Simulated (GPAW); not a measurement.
PtS2:

```
Pt S
1.0
     3.54320    0.00000    0.00000
    -1.77160    3.06850    0.00000
     0.00000    0.00000    5.03880
Pt S
1 2
Direct
  0.00000 0.00000 0.00000
  0.66667 0.33333 0.77300
  0.33333 0.66667 0.22700
```

Base run:

```yaml
Program: GPAW 26.7.0
Functional: r2SCAN
Potentials_or_basis: GPAW PAW data sets (gpaw-data 1.2.1)
Cutoff: 500 eV
Basis: pw
k_mesh: 7 × 7 × 4
Occupations: fermi-dirac, width 0.05 eV
Spin: no spin polarisation
Hubbard_terms: Pt d U = 3.5 eV
```

Its results: band gap on the k mesh 0.91 eV, indirect (least direct gap 1.18 eV); pressure 8.3 GPa; largest force 1.241 eV/Å.

Question: The run is repeated on the same cell with these changes: hubbard terms from Pt d U = 3.5 eV to none. What comes out?

Answer: Band gap on the k mesh 0.98 eV, indirect (least direct gap 1.17 eV); pressure 9.1 GPa; largest force 1.222 eV/Å.

Caveats: the cutoff is short for stress and forces, so pressures can be off by a GPa or more; the PAW data sets were made with another functional, which shifts forces and pressure a little; spin-orbit coupling is left out, which moves the levels of the heavy elements; an odd mesh through Γ misses points on the zone boundary, where band edges often lie.
